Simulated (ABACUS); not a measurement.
Crystal: CoO.

```
Co O
1.0
     1.60222    0.92504    2.56647
    -1.60222    0.92504    2.56647
     0.00000   -1.85008    2.56647
Co O
1 1
Direct
  0.99898 0.99898 0.99898
  0.75102 0.75102 0.75102
```

Measurements of this composition are mostly on another form, of space group No. 225.

| Property | Result |
| --- | --- |
| Program | ABACUS 3.10.1 |
| Task | single point |
| Functional | PBE |
| Potentials or basis | PseudoDojo NC SR 0.4.1 PBE standard |
| Cutoff | 1320 eV |
| Density cutoff | 5279 eV |
| Basis | plane waves |
| k mesh | 10 × 10 × 10 |
| Occupations | fermi-dirac, width 0.05 eV |
| Spin | collinear spin, ferromagnetic start |
| Starting moments | [2.0, 0.0] μB |

On this cell: pressure 0.6 GPa; largest force 0.272 eV/Å; net moment 2.89 μB per cell; band gap on the k mesh none (metal or under the smearing width).

The same run follows on a disturbed copy (atoms moved at random, drawn with an rms of 0.05 Å):

```
Co O
1.0
     1.60222    0.92504    2.56647
    -1.60222    0.92504    2.56647
     0.00000   -1.85008    2.56647
Co O
1 1
Direct
  0.01272 0.00224 0.98224
  0.74686 0.76643 0.74039
```

What changes?

The energy (extrapolated to zero smearing) moves by +2.9 meV/atom; pressure 0.7 GPa; largest force 0.335 eV/Å; net moment 2.88 μB per cell; band gap on the k mesh none (metal or under the smearing width).

Forces on the atoms (eV/Å):
```
Co  -0.209 -0.092  0.246
O    0.209  0.092 -0.246
```

Stress tensor (GPa, compression positive):
```
-0.37  1.95  1.59
 1.95 -1.88  0.63
 1.59  0.63  4.21
```

Caveats: a cell with one magnetic atom can't hold antiferromagnetic order, which such compounds often take; semilocal functionals often make such compounds metallic where correlation or magnetic order opens a gap, which also shifts bond lengths.
